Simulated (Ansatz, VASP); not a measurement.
This is a calculation of TePb for Ansatz 0.2.0. 

File input.yaml:

```yaml
crystal:
  lattice:
    - [0.0, 3.231, 3.231]
    - [3.231, 0.0, 3.231]
    - [3.231, 3.231, 0.0]
  atoms:
    - { symbol: Pb, position: [0.0, 0.0, 0.0] }
    - { symbol: Te, position: [0.5, 0.5, 0.5] }
kpoints:
  mp_grid: { grid: [7, 7, 7] }
scf:
  occupations: { method: fermi_dirac, width: 0.05 }
hamiltonian:
  xc: rpbe
  pseudopotentials: { kind: all_electron, lapw: { basis_error: 0.001 } }
output:
  forces: true
  stress: true
relax:
  f_tol: 0.02
  max_steps: 60
  cell: {}
```

Potentials or basis: all-electron LAPW, scalar-relativistic.

The run is started by

```bash
$ ansatz run input.yaml --threads 1 --pin off --max-ram 3072MiB --backend cpu --events-out ev --progress --plain --runs-dir out
```

Problem. Translate it to VASP 6.6.1. Potentials or basis there: PBE PAW files Pb_d, Te, 600 eV.

Solution. As run (cutoffs and basis follow the program's own potentials, and thresholds, step limits or extra output files can differ):

Contents of INCAR:

```
SYSTEM = TePb
PREC = Accurate
ENCUT = 600
EDIFF = 1E-6
ISMEAR = -1
SIGMA = 0.05
LREAL = .FALSE.
LASPH = .TRUE.
NELM = 100
ALGO = Fast
ISIF = 3
LWAVE = .FALSE.
LCHARG = .FALSE.
GGA = RP
IBRION = 2
NSW = 40
EDIFFG = -0.02
```

File KPOINTS:

```
Automatic mesh
0
G
  7 7 7
  0 0 0
```

POSCAR

```
TePb
1.0
    0.0000000000      3.2310000000      3.2310000000
    3.2310000000      0.0000000000      3.2310000000
    3.2310000000      3.2310000000      0.0000000000
Pb Te
1 1
Direct
    0.0000000000      0.0000000000      0.0000000000
    0.5000000000      0.5000000000      0.5000000000
```

Potentials or basis: VASP PAW PBE potentials, release 64 (Pb_d, Te).

Run with:

```sh
$ cat potpaw_PBE.64/Pb_d/POTCAR potpaw_PBE.64/Te/POTCAR > POTCAR
$ mpirun -np 1 vasp_std > vasp.out
```

Both were run:

|  | Ansatz | VASP |
| --- | --- | --- |
| Relaxed volume | 36.85 Å³/atom | 36.79 Å³/atom |
| Relaxed cell | a = 4.706 Å, b = 4.706 Å, c = 4.706 Å, α = 60.00°, β = 60.00°, γ = 60.00° | a = 4.704 Å, b = 4.704 Å, c = 4.704 Å, α = 60.00°, β = 60.00°, γ = 60.00° |
| Space group after relaxing | Fm-3m (No. 225) | Fm-3m (No. 225) |
| Pressure after relaxing | 0.0 GPa | 0.0 GPa |

VASP's potentials were made for PBE.

Where Ansatz's input types no cutoff or centring, it takes its own default and a Γ-centred mesh.

Pressure is positive in compression.
